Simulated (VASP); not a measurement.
# Mg9Si4 (a cell with a defect) in VASP: notebook

Runs on Mg9Si4 (a cell with a defect). Level: PBE. Tasks: single point.

Program: VASP 6.6.1. These are calculated values, not measurements. Logs are shortened: lines on timing, memory, paths and dates and some standing lists are left out, and cuts for length are marked.

## (1) The crystal as given

The cell holds a defect, 13 atoms: a = 6.338 Å, b = 6.338 Å, c = 6.338 Å, α = 90.00°, β = 90.00°, γ = 90.00°.

## (2) Single point, PBE

Input file INCAR:

```
SYSTEM = Mg9Si4
ALGO = Fast
EDIFF = 1E-6
ENCUT = 520
GGA = PE
ISIF = 2
ISMEAR = -1
LASPH = .True.
LCHARG = .False.
LREAL = .False.
LWAVE = .False.
NBANDS = 29
NELM = 100
PREC = Accurate
SIGMA = 0.05
```

Input file KPOINTS:

```
k-points
0
Gamma
  2 2 2
  0 0 0
```

Input file POSCAR:

```
Mg9Si4
1.0
    6.3380000000      0.0000000000      0.0000000000
    0.0000000000      6.3380000000      0.0000000000
    0.0000000000      0.0000000000      6.3380000000
Mg Si
9 4
Direct
    0.2407061438      0.2400672472      0.2399000572
    0.7607425269      0.7600876238      0.7599383144
    0.7608183572      0.7601842603      0.2396097389
    0.2408188488      0.2401584320      0.7596131238
    0.7607543524      0.2398407387      0.7599542102
    0.2407238689      0.7598571974      0.2399136089
    0.2408362686      0.7597643739      0.7595978647
    0.7608301725      0.2397460459      0.2395957869
    0.5015755201      0.4999268211      0.4995320300
    0.0009108137     -0.0000427381     -0.0002730281
    0.5008033815      0.4999619883     -0.0001377086
    0.5008033117     -0.0000217235      0.4997576222
    0.0004359340      0.4999619329      0.4997572795
```

Potentials or basis: VASP PAW PBE potentials, release 64 (Mg, Si).

Started as:

```console
$ cat potpaw_PBE.64/Mg/POTCAR potpaw_PBE.64/Si/POTCAR > POTCAR
$ mpirun -np 1 vasp_std > vasp.out
```

OUTCAR:

```text
SYSTEM = Mg9Si4
   EDIFF = 1E-6
   ENCUT = 520
   GGA = PE
   ISIF = 2
   ISMEAR = -1
   LASPH = .True.
   LREAL = .False.
   NELM = 100
   PREC = Accurate

 ion  position               nearest neighbor table
   1  0.241  0.240  0.240-  10 2.63  13 2.78  11 2.78  12 2.78   9 2.86   8 3.04   6 3.04   4 3.04
                             4 3.29   6 3.29   8 3.30
   2  0.761  0.760  0.760-  10 2.63  11 2.78  12 2.78  13 2.78   9 2.85   3 3.04   5 3.04   7 3.04
                             7 3.30   5 3.30   3 3.30
   3  0.761  0.760  0.240-  10 2.63  12 2.78  11 2.78  13 2.78   9 2.85   8 3.04   2 3.04   6 3.04
                             6 3.30   2 3.30   8 3.30
   4  0.241  0.240  0.760-  10 2.64  12 2.78  13 2.78  11 2.78   9 2.86   5 3.04   1 3.04   7 3.04
                             7 3.29   1 3.29   5 3.30
   5  0.761  0.240  0.760-  10 2.63  11 2.78  12 2.78  13 2.78   9 2.85   8 3.04   2 3.04   4 3.04
                             4 3.30   2 3.30   8 3.30
   6  0.241  0.760  0.240-  10 2.64  13 2.78  11 2.78  12 2.78   9 2.86   3 3.04   1 3.04   7 3.04
                             7 3.29   1 3.29   3 3.30
   7  0.241  0.760  0.760-  10 2.64  12 2.78  13 2.78  11 2.78   9 2.86   2 3.04   6 3.04   4 3.04
                             4 3.29   6 3.29   2 3.30
   8  0.761  0.240  0.240-  10 2.63  12 2.78  11 2.78  13 2.78   9 2.85   3 3.04   5 3.04   1 3.04
                             1 3.30   5 3.30   3 3.30
   9  0.502  0.500  0.500-   8 2.85   3 2.85   5 2.85   2 2.85   1 2.86   6 2.86   4 2.86   7 2.86
                            13 3.16  11 3.17  12 3.17  12 3.17  11 3.17  13 3.18
  10  0.001  1.000  1.000-   8 2.63   3 2.63   5 2.63   2 2.63   1 2.63   6 2.64   4 2.64   7 2.64

  11  0.501  0.500  1.000-   5 2.78   2 2.78   8 2.78   3 2.78   7 2.78   4 2.78   6 2.78   1 2.78
                             9 3.17   9 3.17
  12  0.501  1.000  0.500-   3 2.78   8 2.78   7 2.78   4 2.78   2 2.78   5 2.78   6 2.78   1 2.78
                             9 3.17   9 3.17
  13  0.000  0.500  0.500-   1 2.78   6 2.78   7 2.78   4 2.78   8 2.78   3 2.78   2 2.78   5 2.78
                             9 3.16   9 3.18

  LATTYP: Found a simple cubic cell.
 ALAT       =     6.3380000000

  Lattice vectors:

 A1 = (   6.3380000000,   0.0000000000,   0.0000000000)
 A2 = (   0.0000000000,   6.3380000000,   0.0000000000)
 A3 = (   0.0000000000,   0.0000000000,   6.3380000000)

Analysis of symmetry for initial positions (statically):
=====================================================================
 Subroutine PRICEL returns:
 Original cell was already a primitive cell.

 Routine SETGRP: Setting up the symmetry group for a
 simple cubic supercell.
[... 140 lines left out ...]
   EFERMI_NEDOS =   21; number of points for ismear=-14 and -15
   IALGO  =     68    algorithm
   IMIX   =      4    mixing-type and parameters
     AMIX     =   0.40;   BMIX     =  1.00
     AMIX_MAG =   1.60;   BMIX_MAG =  1.00
  volume/ion in A,a.u.               =      19.58       132.16
  Fermi-wavevector in a.u.,A,eV,Ry     =   0.836788  1.581300  9.526997  0.700215
  Thomas-Fermi vector in A             =   1.950571
   LORBIT       =      0    0 simple, 1 ext, 2 COOP (PROOUT), +10 PAW based schemes
   GGA     = PE    functional components
   LHFCALC =     F    Hartree Fock is set to
   AEXX    =    0.0000 exact exchange contribution
   IVDW    =     0    specifies the selected vdW correction
   LEPSILON=     F    determine dielectric tensor
   LRPA    =     F    only Hartree local field effects (RPA)
 non-spin polarized calculation
 RMM-DIIS sequential band-by-band and
  energy-cutoff  :      520.00
  volume of cell :      254.60
 maximum number of plane-waves:      6872
 NGX is ok and might be reduce to    48
   NGX = 23   NGY = 23   NGZ = 23

 number of electron      34.0000000 magnetization

 Free energy of the ion-electron system (eV)
  ---------------------------------------------------
  ext. energy  EPLUGINS =         0.00000000
  ---------------------------------------------------
  free energy    TOTEN  =       -35.29352817 eV

  energy without entropy =      -35.25788285  energy(sigma->0) =      -35.27570551

 E-fermi :   4.7156     XC(G=0):  -9.1253

 val. band max:        4.6949405291   @ k =   0.5000   0.5000   0.5000
 cond. band min:       4.8617575065   @ k =   0.5000   0.0000   0.0000
 fundamental gap:      0.1668169774
 Fermi energy:         4.7156007349

 k-point     1 :       0.0000    0.0000    0.0000
  band No.  band energies     occupation
      1      -5.3176      2.00000
      2      -3.5041      2.00000
      3      -3.0497      2.00000
      4      -3.0496      2.00000
      5      -0.6658      2.00000
      6      -0.6658      2.00000
[... 245 lines left out ...]
     28       6.7160      0.00000
     29       7.7141      0.00000

------------------------ aborting loop because EDIFF is reached ----------------------------------------

  FORCE on cell =-STRESS in cart. coord.  units (eV):
  Direction    XX          YY          ZZ          XY          YZ          ZX
  --------------------------------------------------------------------------------------
  -------------------------------------------------------------------------------------
  Total        5.9769371      5.9779158      5.9781790     -0.0000356      0.0000666     -0.0003854
  in kB       37.6125317     37.6186905     37.6203469     -0.0002243      0.0004193     -0.0024254
  external PRESSURE =      37.6171897 kB  Pullay stress =       0.0000000 kB

 VOLUME and BASIS-vectors are now :
 -----------------------------------------------------------------------------
  energy-cutoff  :      520.00
  volume of cell :      254.60
      direct lattice vectors                 reciprocal lattice vectors
     6.338000000  0.000000000  0.000000000     0.157778479  0.000000000  0.000000000
     0.000000000  6.338000000  0.000000000     0.000000000  0.157778479  0.000000000
     0.000000000  0.000000000  6.338000000     0.000000000  0.000000000  0.157778479

 POSITION                                       TOTAL-FORCE (eV/Angst)
 -----------------------------------------------------------------------------------
      1.52560      1.52155      1.52049         0.008336      0.006134      0.005711
      4.82159      4.81744      4.81649        -0.007025     -0.009208     -0.009853
      4.82207      4.81805      1.51865        -0.007838     -0.010246      0.009408
      1.52631      1.52212      4.81443         0.006571      0.004622     -0.005226
      4.82166      1.52011      4.81659        -0.007170      0.009159     -0.010032
      1.52571      4.81597      1.52057         0.008070     -0.006078      0.005491
      1.52642      4.81539      4.81433         0.006283     -0.004524     -0.004964
      4.82214      1.51951      1.51856        -0.007950      0.010143      0.009532
      3.17899      3.16854      3.16603        -0.007660      0.000353      0.002270
      0.00577      6.33773      6.33627         0.007413     -0.000336     -0.002188
      3.17409      3.16876      6.33713        -0.000074     -0.000006     -0.000222
      3.17409      6.33786      3.16746        -0.000052     -0.000025      0.000027
      0.00276      3.16876      3.16746         0.001094      0.000012      0.000047
 -----------------------------------------------------------------------------------
    total drift:                                0.000016     -0.000001     -0.000003

  FREE ENERGIE OF THE ION-ELECTRON SYSTEM (eV)
  ---------------------------------------------------
  free  energy   TOTEN  =       -35.2935281720 eV

  energy  without entropy=      -35.2578828538  energy(sigma->0) =      -35.27570551
```

Wall time 75 s (1 thread of Intel Xeon Platinum 8559C (Emerald Rapids), shared host); peak memory 0.33 GiB.

What came out:

| Quantity | Value |
| --- | --- |
| Free energy | -35.2935 eV |
| Pressure | 3.8 GPa |
| Largest force | 0.016 eV/Å |
| Band gap on the k mesh | none (metal or under the smearing width) |

Forces on the atoms (eV/Å):
```
Mg   0.008  0.006  0.006
Mg  -0.007 -0.009 -0.010
Mg  -0.008 -0.010  0.009
Mg   0.007  0.005 -0.005
Mg  -0.007  0.009 -0.010
Mg   0.008 -0.006  0.005
Mg   0.006 -0.005 -0.005
Mg  -0.008  0.010  0.010
Mg  -0.008  0.000  0.002
Si   0.007  0.000 -0.002
Si   0.000  0.000  0.000
Si   0.000  0.000  0.000
Si   0.001  0.000  0.000
```

Levels at points of the mesh, in eV from the Fermi level:
```tsv
k point	band 13	band 14	band 15	band 16	band 17	band 18	band 19	band 20
(0.00, 0.00, 0.00)	-2.53	-2.32	-0.80	-0.80	-0.80	-0.58	-0.58	-0.51
(0.50, 0.00, 0.00)	-2.12	-2.12	-2.10	-2.10	0.15	0.22	0.39	0.48
(0.00, 0.50, 0.00)	-2.12	-2.12	-2.10	-2.10	0.15	0.22	0.39	0.48
(0.00, 0.00, 0.50)	-2.12	-2.12	-2.10	-2.10	0.15	0.22	0.39	0.48
(0.50, 0.50, 0.00)	-1.73	-1.73	-1.70	-1.40	0.44	0.44	0.55	0.92
(0.00, 0.50, 0.50)	-1.73	-1.73	-1.70	-1.40	0.44	0.44	0.55	0.92
(0.50, 0.00, 0.50)	-1.73	-1.73	-1.70	-1.40	0.44	0.44	0.55	0.92
(0.50, 0.50, 0.50)	-1.61	-1.27	-1.27	-1.27	-0.02	-0.02	-0.02	0.51
```

Caveat: the k mesh is coarse (spacing up to 0.50 Å⁻¹), so the values aren't converged.

## (3) Single point, PBE

Input file INCAR:

```
PREC     = Accurate       # precision mode
ENCUT    = 520            # plane-wave cutoff, eV
EDIFF    = 1E-7           # SCF threshold, eV
ISMEAR   = -1             # smearing method
SIGMA    = 0.05           # smearing width, eV
LREAL    = False          # projectors in reciprocal space
LASPH    = True           # aspherical terms in the spheres
NELM     = 100            # most SCF steps
ALGO     = Normal         # electronic algorithm
ISIF     = 2              # what is computed and relaxed
LWAVE    = False          # write WAVECAR
LCHARG   = True           # write CHGCAR
GGA      = PE             # functional
LELF     = True           # ELF
LVHAR    = True         
NBANDS   = 29             # bands
```

Input file KPOINTS:

```
regular mesh
0
Gamma
  2 2 2
```

Input file POSCAR:

```
Mg9Si4
1.0
    6.3380000000      0.0000000000      0.0000000000
    0.0000000000      6.3380000000      0.0000000000
    0.0000000000      0.0000000000      6.3380000000
Mg Si
9 4
Direct
    0.2775796781      0.2430735248      0.2049857999
    0.6331334806      0.8671031871      0.8763647838
    0.7893341748      0.7393341748      0.2755127801
    0.2962290944      0.1745661092      0.7423319659
    0.8250236668      0.2638529505      0.7239665510
    0.2717418744      0.7816188072      0.2176554118
    0.0708425371      0.6956137583      0.7858157147
    0.7530135689      0.2605869359      0.2399337330
    0.4853423793      0.5151625118      0.5528873462
    0.0003155570      0.0251341117     -0.0141053960
    0.5130640581      0.5028557905     -0.0050646892
    0.5360997160     -0.0383559482      0.4675765226
    0.0448564216      0.4745029978      0.4453139792
```

Potentials or basis: VASP PAW PBE potentials, release 64 (Mg, Si).

Started as:

```console
$ cat potpaw_PBE.64/Mg/POTCAR potpaw_PBE.64/Si/POTCAR > POTCAR
$ mpirun -np 1 vasp_std > vasp.out
```

Wall time 61 s (1 thread of Intel Xeon Platinum 8559C (Emerald Rapids), shared host); peak memory 0.32 GiB.

It converged, with:

* Free energy: -34.1667 eV
* Pressure: 5.6 GPa
* Largest force: 1.426 eV/Å
* Band gap on the k mesh: none (metal or under the smearing width)

Forces in eV/Å, atoms in the order of the input:
```
Mg  -0.131 -0.194  0.448
Mg  -0.402  0.211 -0.557
Mg   0.702 -0.009 -0.492
Mg  -0.195 -0.004 -0.291
Mg  -0.603  0.165 -0.159
Mg  -0.348 -0.423  0.019
Mg   0.531 -0.598 -0.340
Mg   0.345 -0.600 -0.226
Mg  -0.156  0.932  0.017
Si   0.193 -0.380  0.934
Si   0.075 -0.208 -0.786
Si  -0.455  1.067  0.830
Si   0.444  0.041  0.604
```

Stress tensor (GPa, compression positive):
```
 5.17 -0.49 -0.91
-0.49  6.27  0.37
-0.91  0.37  5.22
```

Levels at points of the mesh, in eV from the Fermi level:
| k point | band 13 | band 14 | band 15 | band 16 | band 17 | band 18 | band 19 | band 20 |
| --- | --- | --- | --- | --- | --- | --- | --- | --- |
| (0.00, 0.00, 0.00) | -2.21 | -2.11 | -1.44 | -1.01 | -0.84 | -0.77 | -0.63 | -0.42 |
| (0.50, 0.00, 0.00) | -2.15 | -2.04 | -1.96 | -1.94 | -0.08 | 0.27 | 0.36 | 0.67 |
| (0.00, 0.50, 0.00) | -2.13 | -1.99 | -1.93 | -1.74 | -0.12 | 0.25 | 0.46 | 0.58 |
| (0.00, 0.00, 0.50) | -2.29 | -2.08 | -1.85 | -1.68 | 0.02 | 0.19 | 0.30 | 0.61 |
| (0.50, 0.50, 0.00) | -1.90 | -1.56 | -1.44 | -1.18 | 0.40 | 0.49 | 0.71 | 0.86 |
| (0.00, 0.50, 0.50) | -1.74 | -1.53 | -1.51 | -1.37 | 0.37 | 0.48 | 0.54 | 1.00 |
| (0.50, 0.00, 0.50) | -1.76 | -1.56 | -1.40 | -1.22 | 0.31 | 0.46 | 0.73 | 0.78 |
| (0.50, 0.50, 0.50) | -1.38 | -1.31 | -1.12 | -1.06 | 0.07 | 0.28 | 0.37 | 0.42 |

Caveat: the k mesh is coarse (spacing up to 0.50 Å⁻¹), so the values aren't converged.

## (4) Single point, PBE

Input file INCAR:

```
PREC = Accurate
ENCUT = 520
EDIFF = 1E-6
ISMEAR = -1
SIGMA = 0.05
LREAL = False
LASPH = True
NELM = 100
ALGO = Fast
ISIF = 2
LWAVE = False
LCHARG = False
GGA = PE
NBANDS = 29
```

Input file KPOINTS:

```
Automatic mesh
0
Gamma
  2 2 2
```

Input file POSCAR:

```
Mg9Si4
1.0
    6.3380000000      0.0000000000      0.0000000000
    0.0000000000      6.3380000000      0.0000000000
    0.0000000000      0.0000000000      6.3380000000
Mg Si
9 4
Direct
    0.3096244872      0.2467655412      0.1909119596
    0.5528084569      0.9113758283      0.9343957084
    0.7803250237      0.6988166614      0.2434837488
    0.2570526980      0.1795361313      0.6710160934
    0.7918901862      0.2534869044      0.7214105396
    0.2544020196      0.7533291259      0.2668665194
   -0.0008993373      0.6471915431      0.8099400442
    0.7943830861      0.2736509940      0.2373303881
    0.5196434206      0.5885295046      0.5988324393
    0.0319185863     -0.0050962449     -0.0186020827
    0.5717734301      0.4832123698     -0.0318396971
    0.5633796150      0.0017671190      0.4407699590
    0.0509940044      0.4740454402      0.4559955822
```

Started as:

```console
$ cat potpaw_PBE.64/Mg/POTCAR potpaw_PBE.64/Si/POTCAR > POTCAR
$ mpirun -np 1 vasp_std > vasp.out
```

It took 60 s on 1 thread of Intel Xeon Platinum 8559C (Emerald Rapids), shared host; peak memory 0.32 GiB.

The run converged. Its results:

```
Free energy            : -33.9344 eV
Pressure               : 5.7 GPa
Largest force          : 1.763 eV/Å
Band gap on the k mesh : none (metal or under the smearing width)
```

Forces in eV/Å, atoms in the order of the input:
```
Mg  -0.533  0.053  0.139
Mg  -0.062  0.302 -0.355
Mg   0.637  1.259  0.305
Mg   0.033 -0.229  0.178
Mg   0.401 -1.156 -0.333
Mg   0.193  0.710 -0.580
Mg   0.144 -0.017  0.098
Mg   0.316 -1.617 -0.628
Mg  -0.596  0.397 -0.783
Si   0.091  0.620  0.371
Si  -0.848  0.473  0.290
Si  -0.361 -0.575  0.716
Si   0.584 -0.220  0.584
```

Stress tensor (GPa, compression positive):
```
 3.05 -0.22  0.54
-0.22  7.16  0.04
 0.54  0.04  6.75
```

Levels at points of the mesh, in eV from the Fermi level:
| k point | band 12 | band 13 | band 14 | band 15 | band 16 | band 17 | band 18 | band 19 | band 20 | band 21 |
| --- | --- | --- | --- | --- | --- | --- | --- | --- | --- | --- |
| (0.00, 0.00, 0.00) | -2.52 | -2.41 | -2.07 | -1.54 | -0.92 | -0.79 | -0.70 | -0.42 | -0.31 | -0.31 |
| (0.50, 0.00, 0.00) | -2.83 | -2.19 | -2.15 | -1.83 | -1.67 | 0.06 | 0.21 | 0.42 | 0.94 | 1.08 |
| (0.00, 0.50, 0.00) | -3.11 | -2.34 | -1.99 | -1.63 | -1.56 | -0.11 | 0.26 | 0.34 | 0.86 | 1.08 |
| (0.00, 0.00, 0.50) | -2.82 | -2.20 | -1.97 | -1.81 | -1.59 | -0.11 | 0.34 | 0.50 | 0.64 | 1.24 |
| (0.50, 0.50, 0.00) | -2.90 | -1.78 | -1.42 | -1.33 | -1.23 | 0.34 | 0.56 | 0.67 | 0.98 | 2.46 |
| (0.00, 0.50, 0.50) | -2.89 | -1.74 | -1.72 | -1.45 | -1.17 | 0.37 | 0.59 | 0.65 | 0.93 | 2.03 |
| (0.50, 0.00, 0.50) | -3.11 | -1.85 | -1.59 | -1.17 | -1.11 | 0.43 | 0.53 | 0.67 | 0.83 | 2.28 |
| (0.50, 0.50, 0.50) | -1.39 | -1.31 | -1.20 | -1.11 | -0.91 | 0.13 | 0.33 | 0.42 | 0.53 | 0.92 |

Caveat: the k mesh is coarse (spacing up to 0.50 Å⁻¹), so the values aren't converged.

## (5) Single point, PBE

Input file INCAR:

```
ALGO = Fast ; EDIFF = 1E-6
ENCUT = 520 ; GGA = PE
ISIF = 2 ; ISMEAR = -1
LASPH = T ; LCHARG = T
LELF = T ; LREAL = F
LVHAR = T ; LWAVE = F
NBANDS = 29 ; NELM = 100
PREC = Accurate ; SIGMA = 0.05
```

Input file KPOINTS:

```
k-points
0
Gamma
  2 2 2
```

Input file POSCAR:

```
Mg9Si4
1.0
    6.3380000000      0.0000000000      0.0000000000
    0.0000000000      6.3380000000      0.0000000000
    0.0000000000      0.0000000000      6.3380000000
Mg Si
9 4
Direct
    0.2972546545      0.2694067529      0.1750867782
    0.5128905017      0.9160776270      0.8833228148
    0.8621173872      0.7705585358      0.3083780372
    0.2322656990      0.2013095614      0.6553171347
    0.7817450300      0.2178920795      0.6729409908
    0.3390028400      0.7509466709      0.2370148312
   -0.0355948249      0.5826128116      0.8800252446
    0.7768065636      0.2639318397      0.2129851688
    0.4680656358      0.5616440518      0.5872199432
    0.0632691701     -0.0093247081     -0.0174187441
    0.5711265383      0.5152729568     -0.0267118965
    0.5545913537     -0.0307668034      0.4719943200
    0.0504417797      0.4946197539      0.4720416535
```

Started as:

```console
$ cat potpaw_PBE.64/Mg/POTCAR potpaw_PBE.64/Si/POTCAR > POTCAR
$ mpirun -np 1 vasp_std > vasp.out
```

It took 60 s on 1 thread of Intel Xeon Platinum 8559C (Emerald Rapids), shared host; peak memory 0.33 GiB.

The run converged. Its results:

- Free energy: -33.6255 eV
- Pressure: 6.0 GPa
- Largest force: 1.710 eV/Å
- Band gap on the k mesh: none (metal or under the smearing width)

Forces in eV/Å, atoms in the order of the input:
```
Mg  -0.161 -0.255  0.402
Mg   0.266  0.248  0.139
Mg  -0.698  1.246 -0.940
Mg   0.401 -1.223  0.424
Mg   0.363  0.096  0.798
Mg  -1.423 -0.110 -0.731
Mg   0.689  0.721 -0.231
Mg   0.643 -0.622  0.053
Mg   0.328  0.195  0.012
Si  -0.399  0.046 -0.170
Si  -0.325 -0.407  0.033
Si  -0.414  0.959  0.093
Si   0.729 -0.893  0.118
```

Stress tensor (GPa, compression positive):
```
 4.00  0.02  1.71
 0.02  6.73 -0.64
 1.71 -0.64  7.26
```

Levels at points of the mesh, in eV from the Fermi level:
```tsv
k point	band 13	band 14	band 15	band 16	band 17	band 18	band 19	band 20
(0.00, 0.00, 0.00)	-2.33	-1.91	-1.67	-1.03	-0.85	-0.70	-0.56	-0.48
(0.50, 0.00, 0.00)	-2.16	-2.09	-1.94	-1.57	0.07	0.17	0.30	0.94
(0.00, 0.50, 0.00)	-2.14	-2.01	-1.78	-1.63	-0.15	0.25	0.61	0.80
(0.00, 0.00, 0.50)	-2.11	-2.05	-1.81	-1.78	-0.16	0.43	0.52	0.65
(0.50, 0.50, 0.00)	-1.85	-1.47	-1.30	-1.23	0.40	0.56	0.67	0.99
(0.00, 0.50, 0.50)	-1.78	-1.55	-1.48	-1.06	0.37	0.41	0.52	1.23
(0.50, 0.00, 0.50)	-1.73	-1.45	-1.38	-1.13	0.41	0.53	0.59	0.87
(0.50, 0.50, 0.50)	-1.25	-1.23	-1.02	-0.82	0.01	0.23	0.53	0.58
```

Caveat: the k mesh is coarse (spacing up to 0.50 Å⁻¹), so the values aren't converged.
